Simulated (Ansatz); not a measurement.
# Mo: the cost of one run

Program: Ansatz 0.2.0. Level of theory: DFT PBE, scalar-relativistic, plane waves, PAW. These are calculated values, not measurements.

1 further run of the same task is left out (set aside as unsound or not needed).

## 1. Starting point

It takes space group P6_3/mmc (No. 194, hexagonal). Conventional cell: a = 2.756 Å, b = 2.756 Å, c = 4.900 Å, α = 90.00°, β = 90.00°, γ = 120.00°. Mo (site symmetry -6m2) has 12 Mo at 2.76 to 2.92 Å as nearest neighbours.

Coordinates:

```cif
data_structure
_symmetry_space_group_name_H-M 'P6_3/mmc'
_symmetry_Int_Tables_number 194
_cell_length_a 2.7561
_cell_length_b 2.7561
_cell_length_c 4.8998
_cell_angle_alpha 90.000
_cell_angle_beta 90.000
_cell_angle_gamma 120.000
_cell_volume 32.23
loop_
_atom_site_label
_atom_site_type_symbol
_atom_site_symmetry_multiplicity
_atom_site_Wyckoff_symbol
_atom_site_fract_x
_atom_site_fract_y
_atom_site_fract_z
_atom_site_occupancy
Mo1 Mo 2 d 0.33333 0.66667 0.75000 1
```

This is a trial structure built by rule; it need not be a known or stable form of this composition.

It is the result of an earlier relaxation at this level (volume 16.12 Å³/atom; gap on the mesh: none (metal)).

## 2. The stacking ABABCAC (khhkkhh)

Close-packed layers are stacked in the order given (one atom a layer) and fully relaxed; h and k in a name mark layers with hexagonal and cubic surroundings. Energies count from the base stacking, -4955.5834 eV an atom.

The cell holds 7 Mo: a = 2.756 Å, b = 2.756 Å, c = 17.149 Å, α = 90.00°, β = 90.00°, γ = 120.00°.

## 3. The relaxation run

input.yaml

```yaml
crystal:
  lattice:
    - [2.7561238533, 0.0, 0.0]
    - [-1.3780619267, 2.386873273, 0.0]
    - [0.0, 0.0, 17.1493634161]
  atoms:
    - { symbol: Mo, position: [0.0, 0.0, 0.0] }
    - { symbol: Mo, position: [0.3333333333, 0.6666666667, 0.1428571429] }
    - { symbol: Mo, position: [0.0, 0.0, 0.2857142857] }
    - { symbol: Mo, position: [0.3333333333, 0.6666666667, 0.4285714286] }
    - { symbol: Mo, position: [0.6666666667, 0.3333333333, 0.5714285714] }
    - { symbol: Mo, position: [0.0, 0.0, 0.7142857143] }
    - { symbol: Mo, position: [0.6666666667, 0.3333333333, 0.8571428571] }
basis:
  ecutwfc: 420
kpoints:
  mp_grid: { grid: [18, 18, 3] }
hamiltonian:
  xc: pbe
scf:
  occupations: { method: gaussian, width: 0.1 }
output:
  forces: true
  stress: true
  eigenvalues: true
  populations: true
relax:
  adjacent_minimum: "off"
  f_tol: 0.01
  max_steps: 45
  cell: { stress_tol: 0.05 }
```

On the command line:

```console
$ ansatz run input.yaml --threads 1 --pin off --max-ram 2560MiB --backend cpu --events-out ev --progress --plain --runs-dir out
```

**Question.** How long does this run take on 1 thread of Intel Xeon at 2.50GHz (Skylake/Cascade Lake), shared host, and how much memory does it need?

About 8.2 min, with a peak of 0.73 GiB.
